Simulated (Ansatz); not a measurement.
ZnS: reading a single point

```
Zn S
1.0
     3.78325    0.00000    0.00000
    -1.89163    3.27639    0.00000
     0.00000    0.00000    8.67601
Zn S
3 3
Direct
  0.33330 0.00000 0.33330
  0.00000 0.33330 0.66663
  0.66670 0.66670 0.99997
  0.21000 0.00000 0.83330
  0.00000 0.21000 0.16663
  0.79000 0.79000 0.49997
```

Single point in Ansatz 0.2.0 with r2SCAN, no spin polarisation. Cutoff 500 eV, PAW datasets, 8×8×3 Γ-centred k mesh, cold filling (width 0.0113 eV).

Charges: Bader charges in e: Zn +1.00, S -1.00. In the mean Zn gives up most and S takes most.
Formation energy: -0.54 eV an atom against the elements' usual phases (free molecules for gases, crystals otherwise, with no correction for O₂ or N₂), so it is bound against them; other compounds may still compete. Relaxing would lower it.
Electronic structure: The gap is 0.72 eV, indirect (the least direct gap found is 1.36 eV). A semilocal functional usually gives too small a gap.
Stress: The pressure is -0.9 GPa (compression positive), so with the atoms held at these fractions the cell would first shrink; the forces are large, so a full relaxation may end otherwise. The principal stresses -4.5, -4.5, 6.4 GPa differ, so its shape would change too.
Forces: The largest is on S4 (and as large on other atoms): 1.22 eV/Å, components (1.22, 0.00, 0.00). It makes 128° with the line to a nearest neighbour, Zn2 at 2.31 Å.

Origin: a known structure type with other elements, at an estimated volume, so it need not be a known compound.

Cost: 86 s on 1 thread of Intel(R) Xeon(R) Platinum 8488C (Sapphire Rapids) (shared host), peak memory 0.64 GiB (start from a saved density). The time holds forces, stress, Bader, DOS, bands, ELF.
